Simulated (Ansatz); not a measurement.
Cr (Fm-3m)

These are results of DFT PBE, scalar-relativistic, plane waves, PAW in Ansatz 0.2.0, not measurements.

Settings: cutoff 420 eV, Γ-centred mesh 20×20×20 on the computed 1-atom cell, Gaussian smearing of 0.10 eV; no spin polarisation.

The structure is relaxed at this level of theory with its symmetry kept. This fcc form isn't the element's structure at ambient conditions.

```
CELL_PARAMETERS angstrom
0.00000 1.81084 1.81084
1.81084 0.00000 1.81084
1.81084 1.81084 0.00000
ATOMIC_POSITIONS crystal
Cr 0.00000 0.00000 0.00000
```

Task: Formation energy from the elements' standard states (uncorrected)?

Result: +0.408 eV/atom.

Task: Density of states at the Fermi level?

Result: 1.78 states/eV per cell.

Task: Löwdin character within 0.5 eV of the Fermi level?

Result: Cr 3d 93 %.

Task: Bulk modulus?

Result: 238 GPa.

Task: Its pressure derivative?

Result: 4.2.

Task: Bader charges (e)?

Result: Cr (1 in the cell) 0.00.

Spin polarisation was left out, and a magnetic state may lie lower.

A ferromagnetic start lost its moments in a first run, so spin was left out; other magnetic orders weren't tried.

Cost: 9 runs of about 0.63 core-minutes in all, on Arm Neoverse V1 (shared hosts).